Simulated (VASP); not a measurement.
# InP (F-43m) in VASP: settings compared

Aim: see how the results for InP move with the level of theory and the settings. Levels: PBEsol, LDA. Tasks: single point, relaxation of cell and atoms.

Everything below comes from runs of VASP 6.6.1. Logs are shortened: lines on timing, memory, paths and dates and some standing lists are left out, and cuts for length are marked.

**What was measured.**

A printed reference work, data compilation reports, for a bulk crystal of InP at 1.6 K: band gap 1.4236 eV (direct).

The results are compared with them further down.

### 1 The cell of the first run

It takes space group F-43m (No. 216, cubic). Conventional cell: a = 5.879 Å, b = 5.879 Å, c = 5.879 Å, α = 90.00°, β = 90.00°, γ = 90.00°. Within 3.4 Å of In (site symmetry -43m) lie 4 P at 2.55 Å. P (site symmetry -43m) has 4 In at 2.55 Å within 3.4 Å.

### 2 Single point, PBEsol

INCAR reads:

```
PREC = Accurate
ENCUT = 520
EDIFF = 1E-6
ISMEAR = 0
SIGMA = 0.02
LREAL = False
LASPH = True
NELM = 60
ALGO = Normal
ISIF = 2
LWAVE = False
LCHARG = False
GGA = PS
NBANDS = 16
```

KPOINTS reads:

```
regular mesh
0
Gamma
  8 8 8
```

POSCAR reads:

```
InP
1.0
    0.0000000000      2.9393443900      2.9393443900
    2.9393443900      0.0000000000      2.9393443900
    2.9393443900      2.9393443900      0.0000000000
In P
1 1
Direct
    1.0000000000      0.0000000000      0.0000000000
    0.2500000000      0.2500000000      0.2500000000
```

Potentials or basis: VASP PAW PBE potentials, release 64 (In_d, P).

On the command line:

```
> cat potpaw_PBE.64/In_d/POTCAR potpaw_PBE.64/P/POTCAR > POTCAR
> mpirun -np 1 vasp_std > vasp.out
```

OUTCAR:

```text
PREC = Accurate
   ENCUT = 520
   EDIFF = 1E-6
   ISMEAR = 0
   LREAL = False
   LASPH = True
   NELM = 60
   ISIF = 2
   GGA = PS

 ion  position               nearest neighbor table
   1  0.000  0.000  0.000-   2 2.55   2 2.55   2 2.55   2 2.55
   2  0.250  0.250  0.250-   1 2.55   1 2.55   1 2.55   1 2.55

  LATTYP: Found a face centered cubic cell.
 ALAT       =     5.8786887800

  Lattice vectors:

 A1 = (   0.0000000000,   2.9393443900,   2.9393443900)
 A2 = (   2.9393443900,   0.0000000000,   2.9393443900)
 A3 = (   2.9393443900,   2.9393443900,   0.0000000000)

Analysis of symmetry for initial positions (statically):
=====================================================================
 Subroutine PRICEL returns:
 Original cell was already a primitive cell.

 Routine SETGRP: Setting up the symmetry group for a
 face centered cubic supercell.

 Subroutine GETGRP returns: Found 24 space group operations
 (whereof 24 operations were pure point group operations)
 out of a pool of 48 trial point group operations.

The static configuration has the point symmetry T_d .

Analysis of symmetry for dynamics (positions and initial velocities):
=====================================================================
 Subroutine PRICEL returns:
 Original cell was already a primitive cell.

 Routine SETGRP: Setting up the symmetry group for a
 face centered cubic supercell.

 Subroutine GETGRP returns: Found 24 space group operations
 (whereof 24 operations were pure point group operations)
 out of a pool of 48 trial point group operations.

The dynamic configuration has the point symmetry T_d .

 Subroutine INISYM returns: Found 24 space group operations
 (whereof 24 operations are pure point group operations),
 and found     1 'primitive' translations

----------------------------------------------------------------------------------------

                                     Primitive cell

  volume of cell :      50.7904

  direct lattice vectors                    reciprocal lattice vectors
     0.000000000  2.939344390  2.939344390    -0.170105960  0.170105960  0.170105960
     2.939344390  0.000000000  2.939344390     0.170105960 -0.170105960  0.170105960
     2.939344390  2.939344390  0.000000000     0.170105960  0.170105960 -0.170105960

  length of vectors
     4.156860701  4.156860701  4.156860701     0.294632166  0.294632166  0.294632166

  position of ions in fractional coordinates (direct lattice)
[... 78 lines left out ...]
   NELM   =     60;   NELMIN=  2; NELMDL= -5     # of ELM steps
   EDIFF  = 0.1E-05   stopping-criterion for ELM
   LREAL  =      F    real-space projection
   EDIFFG = 0.1E-04   stopping-criterion for IOM
   NSW    =      0    number of steps for IOM
   IBRION =     -1    ionic relax: 0-MD 1-quasi-New 2-CG
   NFREE  =      0    steps in history (QN), initial steepest desc. (CG)
   ISIF   =      2    stress and relaxation
   ISYM   =      2    0-nonsym 1-usesym 2-fastsym
   POTIM  = 0.5000    time-step for ionic-motion
   TEBEG  =    0.0;   TEEND  =   0.0 temperature during run
   PSTRESS=    0.0 pullay stress
   NELECT =      18.0000    total number of electrons
   NUPDOWN=      -1.0000    fix difference up-down
   EMIN   =  10.00;   EMAX   =-10.00  energy-range for DOS
   EFERMI =   0.00;   METHOD = LEGACY
   ISMEAR =     0;   SIGMA  =   0.02  broadening in eV -4-tet -1-fermi 0-gaus
   EFERMI_NEDOS =   21; number of points for ismear=-14 and -15
   IALGO  =     38    algorithm
   IMIX   =      4    mixing-type and parameters
     AMIX     =   0.40;   BMIX     =  1.00
     AMIX_MAG =   1.60;   BMIX_MAG =  1.00
  volume/ion in A,a.u.               =      25.40       171.38
  Fermi-wavevector in a.u.,A,eV,Ry     =   1.158524  2.189294 18.261452  1.342179
  Thomas-Fermi vector in A             =   2.295126
   LORBIT       =      0    0 simple, 1 ext, 2 COOP (PROOUT), +10 PAW based schemes
   GGA     = PS    functional components
   LHFCALC =     F    Hartree Fock is set to
   AEXX    =    0.0000 exact exchange contribution
   IVDW    =     0    specifies the selected vdW correction
   LEPSILON=     F    determine dielectric tensor
   LRPA    =     F    only Hartree local field effects (RPA)
 non-spin polarized calculation
 Gauss-broadening in eV      SIGMA  =   0.02
  energy-cutoff  :      520.00
  volume of cell :       50.79
 maximum number of plane-waves:      1384
   NGX = 15   NGY = 15   NGZ = 15

 number of electron      18.0000007 magnetization

 Free energy of the ion-electron system (eV)
  ---------------------------------------------------
  ext. energy  EPLUGINS =         0.00000000
  ---------------------------------------------------
  free energy    TOTEN  =        -9.15478404 eV

  energy without entropy =       -9.15478404  energy(sigma->0) =       -9.15478404

 E-fermi :   5.1480     XC(G=0):  -9.4393

 val. band max:        4.9933593558   @ k =   0.0000   0.0000   0.0000
 cond. band min:       5.5595055296   @ k =   0.0000   0.0000   0.0000
 fundamental gap:      0.5661461738
 Fermi energy:         5.1479780648

 k-point     1 :       0.0000    0.0000    0.0000
  band No.  band energies     occupation
      1      -9.1380      2.00000
      2      -9.1380      2.00000
      3      -9.1380      2.00000
      4      -8.9879      2.00000
      5      -8.9879      2.00000
      6      -6.4927      2.00000
[... 433 lines left out ...]
      3      -9.0704      2.00000
      4      -8.9935      2.00000
      5      -8.9752      2.00000
      6      -4.4553      2.00000
[... 8 lines left out ...]
     15      15.5669      0.00000
     16      16.2304      0.00000

 [... further k-points ...]

------------------------ aborting loop because EDIFF is reached ----------------------------------------

  FORCE on cell =-STRESS in cart. coord.  units (eV):
  Direction    XX          YY          ZZ          XY          YZ          ZX
  --------------------------------------------------------------------------------------
  -------------------------------------------------------------------------------------
  Total       -0.0110539     -0.0110539     -0.0110539      0.0000000      0.0000000      0.0000000
  in kB       -0.3486950     -0.3486950     -0.3486950      0.0000000      0.0000000      0.0000000
  external PRESSURE =      -0.3486950 kB  Pullay stress =       0.0000000 kB

 VOLUME and BASIS-vectors are now :
 -----------------------------------------------------------------------------
  energy-cutoff  :      520.00
  volume of cell :       50.79
      direct lattice vectors                 reciprocal lattice vectors
     0.000000000  2.939344390  2.939344390    -0.170105960  0.170105960  0.170105960
     2.939344390  0.000000000  2.939344390     0.170105960 -0.170105960  0.170105960
     2.939344390  2.939344390  0.000000000     0.170105960  0.170105960 -0.170105960

 POSITION                                       TOTAL-FORCE (eV/Angst)
 -----------------------------------------------------------------------------------
      0.00000      0.00000      0.00000        -0.000000     -0.000000     -0.000000
      1.46967      1.46967      1.46967         0.000000      0.000000      0.000000
 -----------------------------------------------------------------------------------
    total drift:                               -0.000000     -0.000000     -0.000000

  FREE ENERGIE OF THE ION-ELECTRON SYSTEM (eV)
  ---------------------------------------------------
  free  energy   TOTEN  =        -9.1547840428 eV

  energy  without entropy=       -9.1547840428  energy(sigma->0) =       -9.15478404
```

stdout:

```text
POSCAR found type information on POSCAR InP
 POSCAR found :  2 types and       2 ions
 scaLAPACK will be used
 -----------------------------------------------------------------------------
|                                                                             |
|                                                                             |
|     You enforced a specific xc type in the INCAR file but a different       |
|     I HOPE YOU KNOW WHAT YOU ARE DOING!                                     |
|                                                                             |
 -----------------------------------------------------------------------------

 LDA part: xc-table for (Slater+PW92), standard interpolation
 POSCAR, INCAR and KPOINTS ok, starting setup
 FFT: planning ... GRIDC
 FFT: planning ... GRID_SOFT
 FFT: planning ... GRID
 WAVECAR not read
 entering main loop
```

It took 59 s on 1 thread of AMD EPYC 7R13, shared host; peak memory 0.15 GiB.

Results:

```
Free energy            : -9.1548 eV
Pressure               : 0.0 GPa
Band gap on the k mesh : 0.57 eV, direct
```

Levels at points of the mesh, in eV from the valence-band top:
| k point | band 5 | band 6 | band 7 | band 8 | band 9 | band 10 | band 11 | band 12 | band 13 | band 14 |
| --- | --- | --- | --- | --- | --- | --- | --- | --- | --- | --- |
| (0.00, 0.00, 0.00) | -13.98 | -11.49 | 0.00 | 0.00 | 0.00 | 0.57 | 4.02 | 4.02 | 4.02 | 8.31 |
| (0.50, 0.00, 0.00) | -13.97 | -9.77 | -5.75 | -0.97 | -0.97 | 1.38 | 4.73 | 4.73 | 6.93 | 9.27 |
| (0.50, 0.50, 0.00) | -13.95 | -9.11 | -5.78 | -2.32 | -2.32 | 1.65 | 2.17 | 9.04 | 9.47 | 9.47 |

Caveat: the PAW data sets were made with another functional, which shifts forces and pressure a little; spin-orbit coupling is left out, which moves the levels of the heavy elements.

### 3 Single point, PBEsol

This run uses another cell than the first one, of 25.17 Å³/atom, 0.991 times its volume.

INCAR reads:

```
  PREC = Accurate
  ENCUT = 520
  EDIFF = 1E-6
  ISMEAR = 0
  SIGMA = 0.02
  LREAL = False
  LASPH = True
  NELM = 60
  ALGO = Normal
  ISIF = 2
  LWAVE = False
  LCHARG = True
  GGA = PS
  LELF = True
  LVHAR = True
  NBANDS = 16
```

KPOINTS is that of step 2.

POSCAR reads:

```
InP
1.0
    0.0000000000      2.9305000000      2.9305000000
    2.9305000000      0.0000000000      2.9305000000
    2.9305000000      2.9305000000      0.0000000000
In P
1 1
Direct
    0.0000000000      0.0000000000      0.0000000000
    0.2500000000      0.2500000000      0.2500000000
```

Potentials or basis: VASP PAW PBE potentials, release 64 (In_d, P).

On the command line:

```
> cat potpaw_PBE.64/In_d/POTCAR potpaw_PBE.64/P/POTCAR > POTCAR
> mpirun -np 1 vasp_std > vasp.out
```

It took 60 s on 1 thread of AMD EPYC 7R13, shared host; peak memory 0.15 GiB.

The run converged. Its results:

- Free energy: -9.1539 eV
- Pressure: 0.6 GPa
- Band gap on the k mesh: 0.61 eV, direct

Levels at points of the mesh, in eV from the valence-band top:
| k point | band 5 | band 6 | band 7 | band 8 | band 9 | band 10 | band 11 | band 12 | band 13 | band 14 |
| --- | --- | --- | --- | --- | --- | --- | --- | --- | --- | --- |
| (0.00, 0.00, 0.00) | -14.00 | -11.55 | 0.00 | 0.00 | 0.00 | 0.61 | 4.02 | 4.02 | 4.02 | 8.35 |
| (0.50, 0.00, 0.00) | -13.98 | -9.80 | -5.80 | -0.99 | -0.99 | 1.40 | 4.74 | 4.74 | 6.95 | 9.31 |
| (0.50, 0.50, 0.00) | -13.96 | -9.13 | -5.82 | -2.35 | -2.35 | 1.63 | 2.16 | 9.09 | 9.53 | 9.53 |

Caveat: the PAW data sets were made with another functional, which shifts forces and pressure a little; spin-orbit coupling is left out, which moves the levels of the heavy elements.

(Part 1 of 2 ends here.)
